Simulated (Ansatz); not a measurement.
α-quartz-type GeO₂ (metastable phase) was calculated with PBE-D3(BJ) in Ansatz (PAW).

Numerical settings: plane-wave cutoff 520 eV, 12×12×6 k mesh (along the axes of the cell as run), Fermi–Dirac smearing 0.01 eV, scalar-relativistic PAW data made under PBE.

Energies at three volumes about the minimum:

```
V (Å³/atom)  E − E_lowest (meV/atom)
-----------  -----------------------
13.450                          0.70
13.724                          0.00
13.999                          0.64
```

Fit a parabola by hand: where is the minimum, and what is the bulk modulus?

Slopes: (0.00 − 0.70)/(13.724 − 13.450) = -2.555 and (0.64 − 0.00)/(13.999 − 13.724) = 2.327 meV/Å³. Curvature E″ = 2 × (2.327 − (-2.555))/(13.999 − 13.450) = 17.785 meV/Å⁶. From the middle of the first interval, the slope vanishes at V0 = 13.5870 − (-2.555)/17.785 = 13.731 Å³/atom. B = V0 E″ = 13.731 × 17.785 meV/Å³ × 0.1602 GPa per meV/Å³ = 39.1 GPa. The full Birch–Murnaghan fit to all volumes gives V0 = 13.726 Å³/atom and B0 = 39.1 GPa.

Shape and atoms are relaxed at each volume.

Measured, for comparison: bulk modulus 42 GPa (room temperature, no zero-point or thermal correction, from measured elastic constants; as tabulated in Sevik and Bulutay (2007), arXiv:cond-mat/0610176). Computed (rounded) less measured: bulk modulus -7 %.

Note: the bulk modulus comes from volumes at which shape and atoms were relaxed.

Ansatz is a quantum-chemistry and plane-wave program.
